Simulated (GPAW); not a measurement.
# SiC (P6_3mc) in GPAW: single point with TB-mBJ

Aim: the single point of SiC with TB-mBJ.

Program: GPAW 26.7.0. These are calculated values, not measurements. Logs are shortened: lines on timing, memory, paths and dates and some standing lists are left out, and cuts for length are marked. The log counts tension as positive stress, the text compression.

**1. The structure**

It takes space group P6_3mc (No. 186, hexagonal). The conventional cell has a = 3.076 Å, b = 3.076 Å, c = 10.071 Å, α = 90.00°, β = 90.00°, γ = 120.00°. Si (site symmetry 3m) is surrounded by 4 C at 1.88 to 1.89 Å. Around Si (site symmetry 3m) lie 4 C at 1.88 to 1.89 Å. C (site symmetry 3m) has 4 Si at 1.88 to 1.89 Å as nearest neighbours. C (site symmetry 3m) has 4 Si at 1.88 to 1.89 Å as nearest neighbours.

The cell is a database's computed one.

**2. Single point, TB-mBJ**

Input file run.py:

```python
from ase import Atoms
from ase.dft.bandgap import bandgap
from ase.io import write
from gpaw import GPAW, PW

atoms = Atoms(['Si', 'Si', 'Si', 'Si', 'C', 'C', 'C', 'C'],
              cell=[[3.0756941497, 0.0, 0.0],
                    [-1.5378470748, 2.6636292679, 0.0],
                    [0.0, 0.0, 10.07064648]],
              scaled_positions=[[0.0, 0.0, 0.18789438],
                                [0.0, 0.0, 0.68789438],
                                [0.3333333333, 0.6666666667, 0.43784198],
                                [0.6666666667, 0.3333333333, 0.93784198],
                                [0.0, 0.0, 0.00046005],
                                [0.0, 0.0, 0.50046005],
                                [0.3333333333, 0.6666666667, 0.24980259],
                                [0.6666666667, 0.3333333333, 0.74980259]],
              pbc=True)

calc = GPAW(mode=PW(800),
            xc='TB09',
            kpts={'size': (8, 8, 2), 'gamma': True},
            occupations={'name': 'fermi-dirac', 'width': 0.05},
            nbands=32,
            convergence={'density': 1e-05, 'energy': 1e-05},
            eigensolver='cg',
            maxiter=150,
            txt='gpaw.txt')
atoms.calc = calc
energy = atoms.get_potential_energy()
calc.write('gs.gpw')
write('result.traj', atoms)
print('Fermi level:', round(calc.get_fermi_level(), 4), 'eV')
print(f'Gap: {bandgap(calc)[0]:.4f} eV, direct: {bandgap(calc, direct=True)[0]:.4f} eV')
```

Potentials or basis: GPAW PAW data sets for LDA (gpaw-data 1.2.1), pw.

The run is started by

```bash
$ OMP_NUM_THREADS=1 python run.py
```

gpaw.txt:

```text
___ ___ ___ _ _ _
 |   |   |_  | | | |
 | | | | | . | | | |
 |__ |  _|___|_____|  26.7.0
 |___|_|

Input parameters:
  convergence: {density: 1e-05,
                energy: 1e-05}
  eigensolver: cg
  kpts: {gamma: True,
         size: (8, 8, 2)}
  maxiter: 150
  mode: {ecut: 800.0,
         name: pw}
  nbands: 32
  occupations: {name: fermi-dirac,
                width: 0.05}
  xc: TB09

System changes: positions, numbers, cell, pbc, initial_charges, initial_magmoms

Initialize ...

species:
  Si:
    name:    Silicon
    Z:       14.0
    valence: 4
    core:    10
    charge:  0.0  # [|e|]
    compensation charges:
      type: gauss
      rc: 0.33  # [Å]
      lmax: 2
    cutoffs:
      filter: 1.86  # [Å]
      core: 2.06  # [Å]
    projectors
    | kind |    occ | energy [eV] | rcut [Å] |
    |------|--------|-------------|----------|
    |   3s |  2.000 |     -10.878 |    1.058 |
    |   3p |  2.000 |      -4.162 |    1.058 |
    |    s |        |      16.334 |    1.058 |
    |    p |        |      23.049 |    1.058 |
    |    d |        |       0.000 |    1.058 |

    Using partial waves for Si as LCAO basis

  C:
    name:    Carbon
    Z:       6.0
    valence: 4
    core:    2
    charge:  0.0  # [|e|]
    compensation charges:
      type: gauss
      rc: 0.20  # [Å]
      lmax: 2
    cutoffs:
      filter: 1.14  # [Å]
      core: 1.14  # [Å]
    projectors
    | kind |    occ | energy [eV] | rcut [Å] |
    |------|--------|-------------|----------|
    |   2s |  2.000 |     -13.639 |    0.635 |
    |   2p |  2.000 |      -5.414 |    0.635 |
    |    s |        |      13.573 |    0.635 |
    |    p |        |      21.797 |    0.635 |
    |    d |        |       0.000 |    0.635 |

    Using partial waves for C as LCAO basis

Reference energy: -35510.062883  # eV

Spin-paired calculation

Convergence criteria:
 Maximum [total energy] change in last 3 cyles: 1e-05 eV / valence electron
 Maximum integral of absolute [dens]ity change: 1e-05 electrons / valence electron
 Maximum integral of absolute [eigenst]ate change: 4e-08 eV^2 / valence electron
 Maximum number of scf [iter]ations: 150
 (Square brackets indicate name in SCF output, whereas a 'c' in
 the SCF output indicates the quantity has converged.)

Symmetries present (total): 6

  ( 1  1  0)  ( 1  0  0)  ( 0  1  0)  ( 0 -1  0)  (-1  0  0)  (-1 -1  0)
  ( 0 -1  0)  ( 0  1  0)  (-1 -1  0)  (-1  0  0)  ( 1  1  0)  ( 1  0  0)
  ( 0  0  1)  ( 0  0  1)  ( 0  0  1)  ( 0  0  1)  ( 0  0  1)  ( 0  0  1)

128 k-points: 8 x 8 x 2 Monkhorst-Pack grid + [1/16,1/16,1/4]
20 k-points in the irreducible part of the Brillouin zone
       k-points in crystal coordinates                weights
   0:     0.00000000    0.00000000    0.00000000          1/128
   1:     0.00000000    0.00000000    0.50000000          1/128
   2:     0.12500000    0.00000000    0.00000000          6/128
   3:     0.12500000    0.00000000    0.50000000          6/128
   4:     0.25000000   -0.12500000    0.00000000          6/128
   5:     0.25000000   -0.12500000    0.50000000          6/128
   6:     0.25000000    0.00000000    0.00000000          6/128
   7:     0.25000000    0.00000000    0.50000000          6/128
   8:     0.37500000   -0.12500000    0.00000000         12/128
   9:     0.37500000   -0.12500000    0.50000000         12/128
          ...
  19:     0.50000000    0.50000000    0.50000000          3/128

Wave functions: Plane wave expansion
  Cutoff energy: 800.000 eV
  Number of coefficients (min, max): 4193, 4269
  Pulay-stress correction: 0.000000 eV/Ang^3 (de/decut=0.000000)
  Using FFTW library
  ScaLapack parameters: grid=1x1, blocksize=None
  Wavefunction extrapolation:
    Improved wavefunction reuse through dual PAW basis

Occupation numbers: Fermi-Dirac:
  width: 0.0500  # eV

Eigensolver
   CG(niter=4, rtol=3.0e-01)

Densities:
  Coarse grid: 21*21*70 grid
  Fine grid: 42*42*140 grid
  Total Charge: 0.000000

Density mixing:
  Method: separate
  Backend: msr1
  Linear mixing parameter: 0.05
  old densities: 10
  Width of damping distribution: 1.1
  Damping of long wavelength oscillations: 20

Hamiltonian:
  XC and Coulomb potentials evaluated on a 42*42*140 grid
  Using the TB09 Exchange-Correlation functional
  External potential:
    NoExternalPotential

XC parameters: TB09 with 2 nearest neighbor stencil

Number of atoms: 8
Number of atomic orbitals: 32
Number of bands in calculation: 32
Number of valence electrons: 32
Bands to converge: occupied

... initialized

Initializing position-dependent things.

Density initialized from atomic densities
Creating initial wave functions:
  32 bands from LCAO basis set

            Si

            C
       Si

         Si
       C

         C

       Si

       C

Atomic positions and initial magnetic moments

Positions:
   0 Si     0.000000    0.000000    1.892218    ( 0.0000,  0.0000,  0.0000)
   1 Si     0.000000    0.000000    6.927541    ( 0.0000,  0.0000,  0.0000)
   2 Si    -0.000000    1.775753    4.409352    ( 0.0000,  0.0000,  0.0000)
   3 Si     1.537847    0.887876    9.444675    ( 0.0000,  0.0000,  0.0000)
   4 C      0.000000    0.000000    0.004633    ( 0.0000,  0.0000,  0.0000)
   5 C      0.000000    0.000000    5.039956    ( 0.0000,  0.0000,  0.0000)
   6 C     -0.000000    1.775753    2.515674    ( 0.0000,  0.0000,  0.0000)
   7 C      1.537847    0.887876    7.550997    ( 0.0000,  0.0000,  0.0000)

Unit cell:
           periodic     x           y           z      points  spacing
  1. axis:    yes    3.075694    0.000000    0.000000    21     0.1268
  2. axis:    yes   -1.537847    2.663629    0.000000    21     0.1268
  3. axis:    yes    0.000000    0.000000   10.070646    70     0.1439

  Lengths:   3.075694   3.075694  10.070646
  Angles:   90.000000  90.000000 120.000000

Effective grid spacing dv^(1/3) = 0.1388

iter:   1  2631.671212
iter:   2  2643.439253   +0.73  -0.52
iter:   3  2640.977407   +0.17  -0.75
iter:   4  2648.548427   -0.59  -0.70
iter:   5  2656.667647   -0.27  -0.94
iter:   6  2660.870657   -0.72  -1.31
iter:   7  2661.574767   -1.36  -1.69
iter:   8  2660.031466   -1.67  -2.17
iter:   9  2660.350410   -2.13  -2.17
iter:  10  2659.581829   -2.47  -2.50
iter:  11  2659.897852   -2.58  -2.54
iter:  12  2659.746463   -3.18  -2.92
iter:  13  2659.782096   -3.37  -2.76
iter:  14  2659.766755   -4.07  -3.23
iter:  15  2659.799645   -5.32  -3.16
iter:  16  2659.808641   -4.81  -3.17
iter:  17  2659.825378   -5.45  -3.14
iter:  18  2659.852555   -5.35  -3.27
iter:  19  2659.871925   -5.11  -3.49
iter:  20  2659.890608   -5.50  -3.67
iter:  21  2659.895688   -5.75  -4.33
iter:  22  2659.896965   -6.64  -4.37
iter:  23  2659.899561   -6.98  -4.61
iter:  24  2659.899299   -7.41c -4.75
iter:  25  2659.899235   -8.36c -5.08c
iter:  26  2659.899632   -8.79c -5.49c
iter:  27  2659.899466   -8.79c -5.68c
iter:  28  2659.899500c  -9.41c -6.13c

Converged after 28 iterations.

Dipole moment: (-0.000000, 0.000000, 7.397487) |e|*Ang

Energy contributions relative to reference atoms: (reference = -35510.062883)

Kinetic:        +10.657996
Potential:       +1.755456
External:        +0.000000
XC:            +2647.676568
Entropy (-ST):   -0.000000
Local:           -0.190520
SIC:             +0.000000
--------------------------
Free energy:   +2659.899500
Extrapolated:  +2659.899500

Showing only first 2 kpts
 Kpt  Band  Eigenvalues  Occupancy
  0    14      8.02998    2.00000
  0    15      8.03003    2.00000
  0    16     14.03989    0.00000
  0    17     14.66808    0.00000

  1    14      7.83718    2.00000
  1    15      7.83718    2.00000
  1    16     14.26096    0.00000
  1    17     14.26096    0.00000

Fermi level: 9.06271

Gap: 3.135 eV
Transition (v -> c):
  (s=0, k=0, n=15, [0.00, 0.00, 0.00]) -> (s=0, k=18, n=16, [0.50, 0.50, 0.00])
Direct/indirect transitions are different
Direct gap: 4.198 eV
Transition at: (s=0, k=18, n=15, [0.50, 0.50, 0.00])
Writing to gs.gpw (mode='')
```

Run time: 2.8 min. Hardware: 1 thread of Arm Neoverse V2, shared host; peak memory 0.32 GiB.

Results:

- Band gap on the k mesh: 3.14 eV, indirect (least direct gap 4.20 eV)

Caveat: a model potential gives levels but no total energy.
